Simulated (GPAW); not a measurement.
# SnSe (Pnma) in GPAW: settings compared

Aim: see how the results for SnSe move with the level of theory and the settings. Levels: PBE, LDA. Tasks: dielectric tensor.

Everything below comes from runs of GPAW 26.7.0. Logs are shortened: lines on timing, memory, paths and dates and some standing lists are left out, and cuts for length are marked. The log counts tension as positive stress, the text compression.

## Step 1: Starting point

It takes space group Pnma (No. 62, orthorhombic). The conventional cell has a = 11.420 Å, b = 4.190 Å, c = 4.460 Å, α = 90.00°, β = 90.00°, γ = 90.00°. Sn (site symmetry m) has 3 Se at 2.69 to 2.83 Å as nearest neighbours. Se (site symmetry m) has 3 Sn at 2.69 to 2.83 Å as nearest neighbours.

## Step 2: Dielectric tensor, PBE

run.py reads:

```python
import numpy as np
from ase import Atoms
from ase.dft.bandgap import bandgap
from ase.io import write
from gpaw import GPAW, PW
from gpaw.response.df import DielectricFunction

atoms = Atoms(['Sn', 'Sn', 'Sn', 'Sn', 'Se', 'Se', 'Se', 'Se'],
              cell=[[11.42, 0.0, 0.0],
                    [0.0, 4.19, 0.0],
                    [0.0, 0.0, 4.46]],
              scaled_positions=[[0.877, 0.75, 0.909],
                                [0.623, 0.25, 0.409],
                                [0.377, 0.75, 0.591],
                                [0.123, 0.25, 0.091],
                                [0.643, 0.75, 0.984],
                                [0.857, 0.25, 0.484],
                                [0.143, 0.75, 0.516],
                                [0.357, 0.25, 0.016]],
              pbc=True)

calc = GPAW(mode=PW(450),
            xc='PBE',
            kpts={'size': (2, 3, 3), 'gamma': True},
            occupations={'name': 'fermi-dirac', 'width': 0.001},
            nbands=62,
            convergence={'density': 1e-06},
            maxiter=150,
            txt='gpaw.txt')
atoms.calc = calc
energy = atoms.get_potential_energy()
calc.write('gs.gpw')
write('result.traj', atoms)
print(f'Energy: {energy:.6f} eV')
print('Fermi level:', round(calc.get_fermi_level(), 4), 'eV')
print(f'Gap: {bandgap(calc)[0]:.4f} eV, direct: {bandgap(calc, direct=True)[0]:.4f} eV')

for size in [(2, 4, 4), (2, 5, 5)]:
    name = 'x'.join(str(n) for n in size)
    dense = calc.fixed_density(kpts={'size': size, 'gamma': True},
                               nbands=110, convergence={'bands': 104, 'eigenstates': 1e-7},
                               update_fermi_level=True, txt=f'dense-{name}.txt')
    dense.write(f'{name}.gpw', mode='all')
    df = DielectricFunction(f'{name}.gpw', frequencies=np.array([0.0]), hilbert=False, eta=0.001,
                            ecut=80, nbands=104, intraband=False, txt=f'df-{name}.txt')
    for xc in ['RPA', 'Bootstrap', 'LR0.2']:
        for direction in ['x', 'y', 'z', [0, 1, 1], [1, 0, 1], [1, 1, 0]]:
            e0, e = df.get_macroscopic_dielectric_constant(xc=xc, direction=direction)
            print(f'{name} {xc} {direction}: {e0:.4f} without, {e:.4f} with local fields')
```

Potentials or basis: GPAW PAW data sets (gpaw-data 1.2.1), pw.

Run with:

```console
$ OMP_NUM_THREADS=1 python run.py
```

gpaw.txt:

```text
__  _  _
 | _ |_)|_||  |
 |__||  | ||/\| - 26.7.0

Input parameters:
  mode=PW(ecut=450.00000000000006),
  convergence={'density': 1e-06},
  kpts=MonkhorstPack(size=(2, 3, 3), gamma=True),
  maxiter=150,
  nbands=62,
  occupations=Occupations(name='fermi-dirac', width=0.001),
  xc=XC(name='PBE')

Diagonalizing LCAO Hamiltonian
Converting LCAO to pw mode
    .---------------------------.
   /|                Se     Sn  |
  / |                           |
 *  |  Se     Sn                |
 |  |                           |
 |  .--------------Sn-----Se----.
 | /                           /
 |/  Sn     Se                /
 *---------------------------*

Atoms  # Å, Bohr magnetons
|   | symbol |         x |        y |        z |    initial magnetic moments |
|---|--------|-----------|----------|----------|-----------------------------|
| 0 |     Sn | 10.015340 | 3.142500 | 4.054140 | ( 0.0000,  0.0000,  0.0000) |
| 1 |     Sn |  7.114660 | 1.047500 | 1.824140 | ( 0.0000,  0.0000,  0.0000) |
| 2 |     Sn |  4.305340 | 3.142500 | 2.635860 | ( 0.0000,  0.0000,  0.0000) |
| 3 |     Sn |  1.404660 | 1.047500 | 0.405860 | ( 0.0000,  0.0000,  0.0000) |
| 4 |     Se |  7.343060 | 3.142500 | 4.388640 | ( 0.0000,  0.0000,  0.0000) |
| 5 |     Se |  9.786940 | 1.047500 | 2.158640 | ( 0.0000,  0.0000,  0.0000) |
| 6 |     Se |  1.633060 | 3.142500 | 2.301360 | ( 0.0000,  0.0000,  0.0000) |
| 7 |     Se |  4.076940 | 1.047500 | 0.071360 | ( 0.0000,  0.0000,  0.0000) |

Unit cell  # Å
| periodic |         x |        y |        z |   lengths |    angles |
|----------|-----------|----------|----------|-----------|-----------|
|      yes | 11.420000 | 0.000000 | 0.000000 | 11.420000 | 90.000000 |
|      yes |  0.000000 | 4.190000 | 0.000000 |  4.190000 | 90.000000 |
|      yes |  0.000000 | 0.000000 | 4.460000 |  4.460000 | 90.000000 |

Number of symmetries: 2
Symmetry operations  # r_c * U_cc + t_c -> r_c
|   | kind |            matrix            |
|---|------|------------------------------|
| 0 |  E   |  1, 0, 0,  0, 1, 0,  0, 0, 1 |
| 1 |  i   | -1, 0, 0,  0,-1, 0,  0, 0,-1 |

BZ-sampling:
  Number of BZ points: 18
  Number of IBZ points: 10

  Monkhorst-Pack size: [2, 3, 3]
  Monkhorst-Pack shift: [0.25, 0.0, 0.0]

K-points  # in reciprocal-cell coordinates
|   |                                coordinates |     weight |
|---|--------------------------------------------|------------|
| 0 | (  0.00000000,   0.00000000,   0.00000000) | 0.05555556 |
| 1 | (  0.00000000,   0.00000000,   0.33333333) | 0.11111111 |
| 2 | (  0.00000000,   0.33333333,  -0.33333333) | 0.11111111 |
| 3 | (  0.00000000,   0.33333333,   0.00000000) | 0.11111111 |
| 4 | (  0.00000000,   0.33333333,   0.33333333) | 0.11111111 |
| 5 | (  0.50000000,   0.00000000,   0.00000000) | 0.05555556 |
| 6 | (  0.50000000,   0.00000000,   0.33333333) | 0.11111111 |
| 7 | (  0.50000000,   0.33333333,  -0.33333333) | 0.11111111 |
| 8 | (  0.50000000,   0.33333333,   0.00000000) | 0.11111111 |
| 9 | (  0.50000000,   0.33333333,   0.33333333) | 0.11111111 |

Plane wave coefficients: 4636
Cutoff: 450.00000000000006 eV

Spin-components: 1 (collinear spins)
Bands:           62
Projectors:      44
Spin-degeneracy: 2
Datatype:        complex128

Parallelization:
  kpt:    1
  domain: 1
  band:   1

Density:
  Valence electrons: 80.0
  Components: 1
  Grid points: [56 21 24]
  Charge: 0.0  # |e|

Potential:
  Grid points: [56 21 24]

species:
  Sn:
    name:    Tin
    Z:       50.0
    valence: 14
    core:    36
    charge:  0.0  # [|e|]
    compensation charges:
      type: gauss
      rc: 0.38  # [Å]
      lmax: 2
    cutoffs:
      filter: 2.23  # [Å]
      core: 2.35  # [Å]
    projectors
    | kind |    occ | energy [eV] | rcut [Å] |
    |------|--------|-------------|----------|
    |   5s |  2.000 |     -10.538 |    1.201 |
    |   5p |  2.000 |      -3.696 |    1.270 |
    |   4d | 10.000 |     -25.845 |    1.185 |
    |    s |        |      16.674 |    1.201 |
    |    p |        |      23.515 |    1.270 |
    |    d |        |       1.367 |    1.185 |

    Using partial waves for Sn as LCAO basis

  Se:
    name:    Selenium
    Z:       34.0
    valence: 6
    core:    28
    charge:  0.0  # [|e|]
    compensation charges:
      type: gauss
      rc: 0.27  # [Å]
      lmax: 2
    cutoffs:
      filter: 1.77  # [Å]
      core: 2.67  # [Å]
    projectors
    | kind |    occ | energy [eV] | rcut [Å] |
    |------|--------|-------------|----------|
    |   4s |  2.000 |     -17.277 |    0.847 |
    |   4p |  4.000 |      -6.512 |    1.005 |
    |    s |        |       9.935 |    0.847 |
    |    p |        |      20.699 |    1.005 |
    |    d |        |       0.000 |    0.847 |

    Using partial waves for Se as LCAO basis

Reference energy: -936456.901751  # eV

eigensolver:
  PPCG
  Converge bands: occupied
  niter=2

density mixing:
  MSR1-Mixer
  Pratt-step length: 0.05
  Maximum mixing coefficient: 0.75
  Old densities: 10
  SVD Regularization: 0.005
  Good broyden scale: 1.0
  Trust region scale: 1.0
  Backstep threshold: 4.0
  History deletion threshold: 6.0
  Fourier metric: weight=20.0, sigma=0.015

occupation numbers:
  Fermi-Dirac:
    width: 0.0010  # eV

poisson solver:
  ecut: 3600.0000000000005  # eV

xc functional:
  name: PBE with 2 nearest neighbor stencil

convergence criteria:
- Maximum integral of absolute [dens]ity change: 1e-06 electrons / valence electron
- Maximum [total energy] change in last 3 cyles: 0.0005 eV / valence electron
- Maximum integral of absolute [eigenst]ate change: 4e-08 eV^2 / valence electron
maximum number of iterations: 150

SCF iterations
|iter     | |      energy | eigst |  dens |
|---------|-|-------------|-------|-------|
|iter:   1| |  -33.957738 | +0.01 |       |
|iter:   2| |  -33.849173 | -1.77 | -1.31 |
|iter:   3| |  -33.400851 | -2.01 | -1.36 |
|iter:   4| |  -33.372251 | -2.52 | -1.81 |
|iter:   5| |  -33.367848c| -3.55 | -2.24 |
|iter:   6| |  -33.371855c| -4.18 | -2.61 |
|iter:   7| |  -33.367764c| -4.59 | -2.67 |
|iter:   8| |  -33.367806c| -5.81 | -3.36 |
|iter:   9| |  -33.367810c| -6.85 | -3.93 |
|iter:  10| |  -33.367810c| -7.86c| -4.59 |
|iter:  11| |  -33.367810c| -8.24c| -5.23 |
|iter:  12| |  -33.367810c| -8.56c| -5.77 |
|iter:  13| |  -33.367810c| -8.85c| -6.21c|

Converged in 13 steps
Energy contributions relative to reference atoms: (reference = -936456.901751)

Energy contributions:
  Kinetic:          60.931078
  Coulomb:         -60.187902
  Zero:             -0.119891
  External:          0.000000
  Xc:              -33.991095
  Entropy:          -0.000000
  Spinorbit:         0.000000
  ----------------------------
  Free energy:     -33.367810
  Extrapolated:    -33.367810

dipole moment: (0.000195, 0.000071, 0.000076)  # |e|*Ang

Fermi level: 6.304
Eigenvalues  # (at kpt = [0.000, 0.000, 0.000])
| band index |      eig [eV] | occ [0-2] |
|------------|---------------|-----------|
|          0 |       -15.389 |     2.000 |
|        ... |               |           |
|         32 |         3.051 |     2.000 |
|         33 |         3.116 |     2.000 |
|         34 |         3.733 |     2.000 |
|         35 |         4.134 |     2.000 |
|         36 |         4.417 |     2.000 |
|         37 |         4.767 |     2.000 |
|         38 |         5.187 |     2.000 |
|         39 |         5.403 |     2.000 |
|         40 |         6.739 |     0.000 |
|         41 |         8.916 |     0.000 |
|         42 |         9.005 |     0.000 |
|         43 |         9.028 |     0.000 |
|         44 |         9.294 |     0.000 |
|         45 |         9.324 |     0.000 |
|         46 |        10.282 |     0.000 |
|         47 |        10.466 |     0.000 |
|        ... |               |           |
|         61 |        14.670 |     0.000 |

Gap: 0.527 eV
Transition (v -> c):
  (s=0, k=1, n=39, [0.00, 0.00, 0.33]) -> (s=0, k=3, n=40, [0.00, 0.33, 0.00])
Direct/indirect transitions are different
Direct gap: 0.700 eV
Transition at: (s=0, k=3, n=39, [0.00, 0.33, 0.00])
# Writing to gs.gpw (mode='')
```

Run time: 12 min. Hardware: 1 thread of Intel Xeon 6975P-C (Granite Rapids), shared host; peak memory 0.92 GiB.

The run converged, but some of its settings lie outside the range that counts as converged, so its numbers aren't taken as properties of the crystal.

What came out:

| Quantity | Value |
| --- | --- |
| Free energy | -33.3678 eV |
| Band gap on the k mesh | 0.53 eV, indirect (least direct gap 0.70 eV) |
| Electronic dielectric tensor (diagonal) | 21.74, 20.53, 22.44 |

Caveat: the dielectric constant isn't converged in the k mesh; the gap is small at this level, which inflates the dielectric constant; the long-wavelength limit can be off by a per cent or two; spin-orbit coupling is left out, which moves the levels of the heavy elements; an odd mesh through Γ misses points on the zone boundary, where band edges often lie.

## Step 3: Dielectric tensor, LDA

run.py: that of step 2 with these lines changed.

```diff
@@ -22,3 +22,3 @@
 calc = GPAW(mode=PW(450),
-            xc='PBE',
+            xc='LDA',
             kpts={'size': (2, 3, 3), 'gamma': True},
@@ -45,3 +45,3 @@
                             ecut=80, nbands=104, intraband=False, txt=f'df-{name}.txt')
-    for xc in ['RPA', 'Bootstrap', 'LR0.2']:
+    for xc in ['RPA', 'ALDA_X', 'LR0.2']:
         for direction in ['x', 'y', 'z', [0, 1, 1], [1, 0, 1], [1, 1, 0]]:
```

Potentials or basis: the program's PAW data sets (release 1.2.1) made for this functional, pw.

Run with:

```console
$ OMP_NUM_THREADS=1 python run.py
```

gpaw.txt:

```text
__  _  _
 | _ |_)|_||  |
 |__||  | ||/\| - 26.7.0

Input parameters:
  mode=PW(ecut=450.00000000000006),
  convergence={'density': 1e-06},
  kpts=MonkhorstPack(size=(2, 3, 3), gamma=True),
  maxiter=150,
  nbands=62,
  occupations=Occupations(name='fermi-dirac', width=0.001),
  xc=XC(name='LDA')

Diagonalizing LCAO Hamiltonian
Converting LCAO to pw mode
    .---------------------------.
   /|                Se     Sn  |
  / |                           |
 *  |  Se     Sn                |
 |  |                           |
 |  .--------------Sn-----Se----.
 | /                           /
 |/  Sn     Se                /
 *---------------------------*

Atoms  # Å, Bohr magnetons
|   | symbol |         x |        y |        z |    initial magnetic moments |
|---|--------|-----------|----------|----------|-----------------------------|
| 0 |     Sn | 10.015340 | 3.142500 | 4.054140 | ( 0.0000,  0.0000,  0.0000) |
| 1 |     Sn |  7.114660 | 1.047500 | 1.824140 | ( 0.0000,  0.0000,  0.0000) |
| 2 |     Sn |  4.305340 | 3.142500 | 2.635860 | ( 0.0000,  0.0000,  0.0000) |
| 3 |     Sn |  1.404660 | 1.047500 | 0.405860 | ( 0.0000,  0.0000,  0.0000) |
| 4 |     Se |  7.343060 | 3.142500 | 4.388640 | ( 0.0000,  0.0000,  0.0000) |
| 5 |     Se |  9.786940 | 1.047500 | 2.158640 | ( 0.0000,  0.0000,  0.0000) |
| 6 |     Se |  1.633060 | 3.142500 | 2.301360 | ( 0.0000,  0.0000,  0.0000) |
| 7 |     Se |  4.076940 | 1.047500 | 0.071360 | ( 0.0000,  0.0000,  0.0000) |

Unit cell  # Å
| periodic |         x |        y |        z |   lengths |    angles |
|----------|-----------|----------|----------|-----------|-----------|
|      yes | 11.420000 | 0.000000 | 0.000000 | 11.420000 | 90.000000 |
|      yes |  0.000000 | 4.190000 | 0.000000 |  4.190000 | 90.000000 |
[... 135 lines left out ...]
- Maximum integral of absolute [eigenst]ate change: 4e-08 eV^2 / valence electron
maximum number of iterations: 150

SCF iterations
|iter     | |      energy | eigst |  dens |
|---------|-|-------------|-------|-------|
|iter:   1| |  -39.274288 | +0.03 |       |
|iter:   2| |  -39.161061 | -1.77 | -1.33 |
|iter:   3| |  -38.671428 | -2.07 | -1.38 |
|iter:   4| |  -38.632219 | -2.59 | -1.83 |
|iter:   5| |  -38.625917 | -3.60 | -2.28 |
|iter:   6| |  -38.628644c| -4.25 | -2.67 |
|iter:   7| |  -38.625168c| -4.67 | -2.71 |
|iter:   8| |  -38.625171c| -5.80 | -3.44 |
|iter:   9| |  -38.625173c| -6.83 | -4.00 |
|iter:  10| |  -38.625173c| -7.66c| -4.70 |
|iter:  11| |  -38.625173c| -8.01c| -5.20 |
|iter:  12| |  -38.625173c| -8.33c| -5.66 |
|iter:  13| |  -38.625173c| -8.71c| -6.31c|

Converged in 13 steps
Energy contributions relative to reference atoms: (reference = -935531.041806)

Energy contributions:
  Kinetic:          46.274365
  Coulomb:         -47.399258
  Zero:             -0.091101
  External:          0.000000
  Xc:              -37.409179
  Entropy:          -0.000000
  Spinorbit:         0.000000
  ----------------------------
  Free energy:     -38.625173
  Extrapolated:    -38.625173

dipole moment: (0.000198, 0.000073, 0.000078)  # |e|*Ang

Fermi level: 5.932
Eigenvalues  # (at kpt = [0.000, 0.000, 0.000])
| band index |      eig [eV] | occ [0-2] |
|------------|---------------|-----------|
|          0 |       -15.583 |     2.000 |
|        ... |               |           |
|         32 |         2.748 |     2.000 |
|         33 |         2.799 |     2.000 |
|         34 |         3.428 |     2.000 |
|         35 |         3.834 |     2.000 |
|         36 |         4.121 |     2.000 |
|         37 |         4.417 |     2.000 |
[... 8 lines left out ...]
|         46 |         9.906 |     0.000 |
|         47 |        10.049 |     0.000 |
|        ... |               |           |
|         61 |        14.346 |     0.000 |

Gap: 0.462 eV
Transition (v -> c):
  (s=0, k=1, n=39, [0.00, 0.00, 0.33]) -> (s=0, k=3, n=40, [0.00, 0.33, 0.00])
Direct/indirect transitions are different
Direct gap: 0.654 eV
Transition at: (s=0, k=3, n=39, [0.00, 0.33, 0.00])
# Writing to gs.gpw (mode='')
```

stdout:

```text
Energy: -38.625173 eV
Fermi level: 5.932 eV
Gap: 0.4619 eV, direct: 0.6538 eV
2x4x4 RPA x: 25.9626 without, 23.0960 with local fields
2x4x4 RPA y: 19.0373 without, 16.9513 with local fields
2x4x4 RPA z: 17.8359 without, 15.6638 with local fields
[... 23 lines left out ...]
2x5x5 ALDA_X z: 27.1412 without, 25.4094 with local fields
2x5x5 ALDA_X [0, 1, 1]: 25.6295 without, 24.1117 with local fields
2x5x5 ALDA_X [1, 0, 1]: 26.5392 without, 24.7786 with local fields
2x5x5 ALDA_X [1, 1, 0]: 25.0276 without, 23.4809 with local fields
2x5x5 LR0.2 x: 25.9373 without, 35.4753 with local fields
2x5x5 LR0.2 y: 24.1179 without, 32.0334 with local fields
2x5x5 LR0.2 z: 27.1412 without, 38.4314 with local fields
2x5x5 LR0.2 [0, 1, 1]: 25.6295 without, 35.1270 with local fields
2x5x5 LR0.2 [1, 0, 1]: 26.5392 without, 36.9313 with local fields
2x5x5 LR0.2 [1, 1, 0]: 25.0276 without, 33.7234 with local fields
```

Run time: 20 min. Hardware: 1 thread of Intel Xeon 6975P-C (Granite Rapids), shared host; peak memory 3.4 GiB.

These settings aren't checked as converged: the numbers below hold their error.

What came out:

| Property | Result |
| --- | --- |
| Free energy | -38.6252 eV |
| Band gap on the k mesh | 0.46 eV, indirect (least direct gap 0.65 eV) |
| Electronic dielectric tensor (diagonal) | 23.24, 21.75, 24.43 |

Caveat: the dielectric constant isn't converged in the k mesh; the gap is small at this level, which inflates the dielectric constant; the long-wavelength limit can be off by a per cent or two; spin-orbit coupling is left out, which moves the levels of the heavy elements; an odd mesh through Γ misses points on the zone boundary, where band edges often lie.
